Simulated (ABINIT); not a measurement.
# GaN (P6_3mc) in ABINIT: reference runs

Reference runs on GaN: the cell as given.

Program: ABINIT 10.8.3 (patched build). These are calculated values, not measurements. Logs are shortened: lines on timing, memory, paths and dates and some standing lists are left out, and cuts for length are marked. The log counts tension as positive stress, the text compression.

**Experimental background.**

“Studying electronic properties in GaN without electrical contacts using γ-γ vs e−-γ Perturbed Angular Correlations”, 2019, pmc:6823545 quotes, for a bulk crystal of GaN: band gap 3.503 ± 0.005 eV (direct).

How close the calculation comes is told below.

### Step 1. The crystal as given

Symmetry: P6_3mc, No. 186, hexagonal system. Conventional cell: a = 3.212 Å, b = 3.212 Å, c = 10.357 Å, α = 90.00°, β = 90.00°, γ = 120.00°. Ga (site symmetry 3m) is surrounded by 4 N at 1.95 to 2.00 Å. Around Ga (site symmetry 3m) lie 3 N at 1.94 Å. N (site symmetry 3m) has 4 Ga at 1.94 to 2.00 Å as nearest neighbours. N (site symmetry 3m) has 3 Ga at 1.95 Å as nearest neighbours.

The cell is a database's computed one.

### Step 2. Single point, PBE

File run.abi:

```
pp_dirpath "./"
pseudos "Ga.GGA_PBE-JTH.xml, N.GGA_PBE-JTH.xml"

acell 3*1.0 Angstrom
rprim
     3.2115377864     0.0000000000     0.0000000000
    -1.6057688932     2.7812733083     0.0000000000
     0.0000000000     0.0000000000    10.3568400000
ntypat 2
znucl 31 7
natom 8
typat 1 1 1 1 2 2 2 2
xcart
     0.0000000000     0.0000000000     8.1391091371
     1.6057688934     0.9270911027     0.3868176172
    -0.0000000002     1.8541822056     5.5652376172
     0.0000000000     0.0000000000     2.9606891371
     0.0000000000     0.0000000000     0.9635796799
     1.6057688934     0.9270911027     3.5601119658
     0.0000000000     0.0000000000     6.1419996799
    -0.0000000002     1.8541822056     8.7385319658 Angstrom

ecut 26.0
pawecutdg 48.0
pawxcdev 0

kptopt 1
ngkpt 10 10 3
nshiftk 1
shiftk 0.0 0.0 0.0

ixc 11

nband 44
occopt 3
tsmear 0.05 eV

nstep 100
tolvrs 1.0e-9

iomode 3
prtwf 0
prteig 0
prtebands 0
enunit 1
prtden 1
prtvha 1
prtvclmb 1
prtpot 1
```

Potentials or basis: JTH PAW PBE v2.0.

Run with:

```console
abinit run.abi > log 2>&1
```

run.abo:

```text
.Version 10.8.3 of ABINIT
 Symmetries : space group P6_3 m c (#186); Bravais hP (primitive hexag.)
================================================================================
 Values of the parameters that define the memory need of the present run
     intxc =       0    ionmov =       0      iscf =      17    lmnmax =      18
     lnmax =       6     mgfft =      90  mpssoang =       3    mqgrid =    6104
     natom =       8  nloc_mem =       2    nspden =       1   nspinor =       1
    nsppol =       1      nsym =      12    n1xccc =       1    ntypat =       2
    occopt =       3   xclevel =       2
       mpw =        3977          nfft =       81000          nkpt =          28
 PAW method is used; the additional fine FFT grid is defined by:
   mgfftf=       125    nfftf =    200000
================================================================================
================================================================================

--------------------------------------------------------------------------------
------------- Echo of variables that govern the present computation ------------
--------------------------------------------------------------------------------
 -outvars: echo values of preprocessed input variables --------
            acell      1.8897261259E+00  1.8897261259E+00  1.8897261259E+00 Bohr
              amu      6.97230000E+01  1.40067400E+01
             ecut      2.60000000E+01 Hartree
           enunit           1
              ixc          11
         kptrlatt       10    0    0      0   10    0      0    0    3
          kptrlen      5.87147734E+01
            natom           8
            nband          44
            ngfft          30      30      90
          ngfftdg          40      40     125
             nkpt          28
            nstep         100
             nsym          12
           ntypat           2
           occopt           3
        pawecutdg      4.80000000E+01 Hartree
         pawxcdev           0
        prtebands           0
           prteig           0
           prtpot           1
         prtvclmb           1
           prtvha           1
            prtwf           0
            rprim      3.2115377864E+00  0.0000000000E+00  0.0000000000E+00
                      -1.6057688932E+00  2.7812733083E+00  0.0000000000E+00
                       0.0000000000E+00  0.0000000000E+00  1.0356840000E+01
          spgroup         186
           tolvrs      1.00000000E-09
           tsmear      1.83746611E-03 Hartree
            typat      1  1  1  1  2  2  2  2
           useylm           1
           xangst      0.0000000000E+00  0.0000000000E+00  8.1391091371E+00
                       1.6057688932E+00  9.2709110277E-01  3.8681761720E-01
                      -2.3770154633E-16  1.8541822055E+00  5.5652376172E+00
                       0.0000000000E+00  0.0000000000E+00  2.9606891371E+00
                       0.0000000000E+00  0.0000000000E+00  9.6357967990E-01
                       1.6057688932E+00  9.2709110277E-01  3.5601119658E+00
                       0.0000000000E+00  0.0000000000E+00  6.1419996799E+00
                      -2.3770154633E-16  1.8541822055E+00  8.7385319658E+00
            xcart      0.0000000000E+00  0.0000000000E+00  1.5380687178E+01
                       3.0344634297E+00  1.7519482780E+00  7.3097935718E-01
                      -4.4919082226E-16  3.5038965560E+00  1.0516774922E+01
                       0.0000000000E+00  0.0000000000E+00  5.5948916131E+00
                       0.0000000000E+00  0.0000000000E+00  1.8209016955E+00
                       3.0344634297E+00  1.7519482780E+00  6.7276365929E+00
                       0.0000000000E+00  0.0000000000E+00  1.1606697260E+01
                      -4.4919082226E-16  3.5038965560E+00  1.6513432158E+01
             xred      0.0000000000E+00  0.0000000000E+00  7.8586800000E-01
                       6.6666666667E-01  3.3333333333E-01  3.7349000004E-02
                       3.3333333333E-01  6.6666666667E-01  5.3734900000E-01
                       0.0000000000E+00  0.0000000000E+00  2.8586800000E-01
                       0.0000000000E+00  0.0000000000E+00  9.3037999998E-02
                       6.6666666667E-01  3.3333333333E-01  3.4374500000E-01
                       0.0000000000E+00  0.0000000000E+00  5.9303800000E-01
                       3.3333333333E-01  6.6666666667E-01  8.4374500000E-01
            znucl       31.00000    7.00000

================================================================================

 chkinp: Checking input parameters for consistency.

================================================================================
== DATASET  1 ==================================================================

--- !DatasetInfo
[... 156 lines left out ...]

 cartesian coordinates (angstrom) at end:
    1      0.00000000000000     0.00000000000000     8.13910913710000
    2      1.60576889320000     0.92709110276667     0.38681761720000
    3     -0.00000000000000     1.85418220553333     5.56523761720000
    4      0.00000000000000     0.00000000000000     2.96068913710000
    5      0.00000000000000     0.00000000000000     0.96357967990000
    6      1.60576889320000     0.92709110276667     3.56011196580000
    7      0.00000000000000     0.00000000000000     6.14199967990000
    8     -0.00000000000000     1.85418220553333     8.73853196580000

 cartesian forces (hartree/bohr) at end:
    1      0.00000000000000     0.00000000000000     0.00028649682774
    2      0.00000000000000     0.00000000000000    -0.00317352976859
    3      0.00000000000000     0.00000000000000    -0.00317352976859
    4     -0.00000000000000    -0.00000000000000     0.00028649682774
    5      0.00000000000000     0.00000000000000    -0.00403396306520
    6      0.00000000000000     0.00000000000000     0.00692099600605
    7      0.00000000000000     0.00000000000000    -0.00403396306520
    8     -0.00000000000000    -0.00000000000000     0.00692099600605
 frms,max,avg= 2.4887483E-03 6.9209960E-03   0.000E+00  0.000E+00 -1.958E-05 h/b

 cartesian forces (eV/Angstrom) at end:
    1      0.00000000000000     0.00000000000000     0.01473225921779
    2      0.00000000000000     0.00000000000000    -0.16318946200947
    3      0.00000000000000     0.00000000000000    -0.16318946200947
    4     -0.00000000000000    -0.00000000000000     0.01473225921779
    5      0.00000000000000     0.00000000000000    -0.20743472107625
    6      0.00000000000000     0.00000000000000     0.35589192386792
    7      0.00000000000000     0.00000000000000    -0.20743472107625
    8     -0.00000000000000    -0.00000000000000     0.35589192386792
 frms,max,avg= 1.2797658E-01 3.5589192E-01   0.000E+00  0.000E+00 -1.007E-03 e/A
 length scales=  1.889726125908  1.889726125908  1.889726125908 bohr
              =  1.000000000000  1.000000000000  1.000000000000 angstroms
 Fermi (or HOMO) energy (eV) =   6.57577   Average Vxc (eV)= -10.79718
 Eigenvalues (   eV  ) for nkpt=  28  k points:
 kpt#   1, nband= 44, wtk=  0.00333, kpt=  0.0000  0.0000  0.0000 (reduced coord)
 -10.24659   -9.95754   -9.15546   -9.05836   -8.23600   -8.23600   -8.23472   -8.23472
  -8.06842   -8.06842   -8.06604   -8.06604   -8.03949   -7.98661   -7.57578   -7.57578
  -7.57497   -7.57497   -7.33932   -7.33932   -7.33657   -7.33657   -7.12891   -6.37050
  -0.72925    1.62866    2.73238    4.73569    4.73569    4.77917    4.77917    5.57420
   5.57420    5.60583    5.60583    6.14111    6.95189    9.45026    9.65592    9.70836
  13.14320   13.82257   14.62242   14.74791
 prteigrs : prtvol=0 or 1, do not print more k-points.

--- !EnergyTerms
iteration_state     : {dtset: 1, }
comment             : Components of total free energy in Hartree
kinetic             :  4.33006020040037E+01
hartree             :  9.20725842082946E+01
xc                  : -1.72351590045851E+01
Ewald energy        : -2.34338375112585E+02
psp_core            :  1.23227461435411E+01
local_psp           : -2.56978290963411E+02
PAW spherical_terms :  4.38247529149194E+00
internal            : -3.56473417433250E+02
'-kT*entropy'       : -1.26869378089553E-07
total_energy        : -3.56473417560119E+02
total_energy_eV     : -9.70013585165326E+03
...

--- !EnergyTermsDC
iteration_state     : {dtset: 1, }
comment             : '"Double-counting" decomposition of free energy'
band_energy         : -1.14051960614262E+01
Ewald energy        : -2.34338375112585E+02
psp_core            :  1.23227461435411E+01
xc_dc               : -8.84173091963372E+01
PAW spherical_terms : -3.46352857386559E+01
internal            : -3.56473419965463E+02
'-kT*entropy'       : -1.26869378089553E-07
total_energy_dc     : -3.56473420092333E+02
total_energy_dc_eV  : -9.70013592055831E+03
...

--- !EnergyTermsWithPAWCore
iteration_state     : {dtset: 1, }
comment             : 'Components of total free energy, including PAW core contributions'
Total energy        : -7.99526286660793E+03
Total energy DC     : -7.99526286914015E+03
Total energy (eV)   : -2.17562186001418E+05
Total energy DC (eV): -2.17562186070323E+05
...

 Cartesian components of stress tensor (hartree/bohr^3)
  sigma(1 1)=  7.19090442E-05  sigma(3 2)=  0.00000000E+00
  sigma(2 2)=  7.19090433E-05  sigma(3 1)=  0.00000000E+00
  sigma(3 3)= -1.73126792E-04  sigma(2 1)=  0.00000000E+00

-Cartesian components of stress tensor (GPa)         [Pressure=  2.8743E-01 GPa]
- sigma(1 1)=  2.11563712E+00  sigma(3 2)=  0.00000000E+00
- sigma(2 2)=  2.11563709E+00  sigma(3 1)=  0.00000000E+00
- sigma(3 3)= -5.09356607E+00  sigma(2 1)=  0.00000000E+00

== END DATASET(S) ==============================================================
================================================================================

 -outvars: echo values of variables after computation  --------
            acell      1.8897261259E+00  1.8897261259E+00  1.8897261259E+00 Bohr
           etotal     -3.5647342009E+02
            fcart      3.9930959081E-28  2.3054149974E-28  2.8649682774E-04
                       4.4367732312E-29  2.5615722193E-29 -3.1735297686E-03
                       4.4367732312E-29  2.5615722193E-29 -3.1735297686E-03
                      -3.1057412619E-28 -1.7931005535E-28  2.8649682774E-04
                       4.4367732312E-29  2.5615722193E-29 -4.0339630652E-03
                       4.4367732312E-29  2.5615722193E-29  6.9209960061E-03
                       4.4367732312E-29  2.5615722193E-29 -4.0339630652E-03
                      -3.1057412619E-28 -1.7931005535E-28  6.9209960061E-03
            rprim      3.2115377864E+00  0.0000000000E+00  0.0000000000E+00
                      -1.6057688932E+00  2.7812733083E+00  0.0000000000E+00
                       0.0000000000E+00  0.0000000000E+00  1.0356840000E+01
           strten      7.1909044166E-05  7.1909043255E-05 -1.7312679188E-04
                       0.0000000000E+00  0.0000000000E+00  0.0000000000E+00
           xangst      0.0000000000E+00  0.0000000000E+00  8.1391091371E+00
                       1.6057688932E+00  9.2709110277E-01  3.8681761720E-01
                      -2.3770154633E-16  1.8541822055E+00  5.5652376172E+00
                       0.0000000000E+00  0.0000000000E+00  2.9606891371E+00
                       0.0000000000E+00  0.0000000000E+00  9.6357967990E-01
                       1.6057688932E+00  9.2709110277E-01  3.5601119658E+00
                       0.0000000000E+00  0.0000000000E+00  6.1419996799E+00
                      -2.3770154633E-16  1.8541822055E+00  8.7385319658E+00
             xred      0.0000000000E+00  0.0000000000E+00  7.8586800000E-01
                       6.6666666667E-01  3.3333333333E-01  3.7349000004E-02
                       3.3333333333E-01  6.6666666667E-01  5.3734900000E-01
                       0.0000000000E+00  0.0000000000E+00  2.8586800000E-01
                       0.0000000000E+00  0.0000000000E+00  9.3037999998E-02
                       6.6666666667E-01  3.3333333333E-01  3.4374500000E-01
                       0.0000000000E+00  0.0000000000E+00  5.9303800000E-01
                       3.3333333333E-01  6.6666666667E-01  8.4374500000E-01
 Calculation completed.
```

Wall time 4.5 min (1 thread of Arm Neoverse V2, shared host); peak memory 0.29 GiB.

Results:

```yaml
Free_energy: -9700.1359 eV
Pressure: 0.3 GPa
Largest_force: 0.356 eV/Å
Band_gap_on_the_k_mesh: 0.81 eV, direct
Valence_electrons_inside_the_program's_atomic_spheres: Ga 11.15, 11.06, 11.16; N 2.57, 2.54, 2.55, 2.53
```

Forces in eV/Å, atoms in the order of the input:
```
Ga   0.000  0.000  0.015
Ga   0.000  0.000 -0.163
Ga   0.000  0.000 -0.163
Ga   0.000  0.000  0.015
N    0.000  0.000 -0.207
N    0.000  0.000  0.356
N    0.000  0.000 -0.207
N    0.000  0.000  0.356
```

Stress tensor (GPa, compression positive):
```
-2.12  0.00  0.00
 0.00 -2.12  0.00
 0.00  0.00  5.09
```

### Step 3. How close it comes

Step 2. Against the measured gap of GaN, 3.503 eV (direct; quoted in “Studying electronic properties in GaN without electrical contacts using γ-γ vs e−-γ Perturbed Angular Correlations”, 2019, pmc:6823545), the calculated 0.81 eV is off by -2.69 eV. So large a miss can be the level of theory's own, or it may mean another phase, state or a wrong row. Spin-orbit coupling on Ga is left out. The value is that of PBE, without temperature or zero-point motion. Semilocal functionals fall short of measured gaps as a rule. The cell is a database's relaxed one, not the measured one, which moves gaps too.
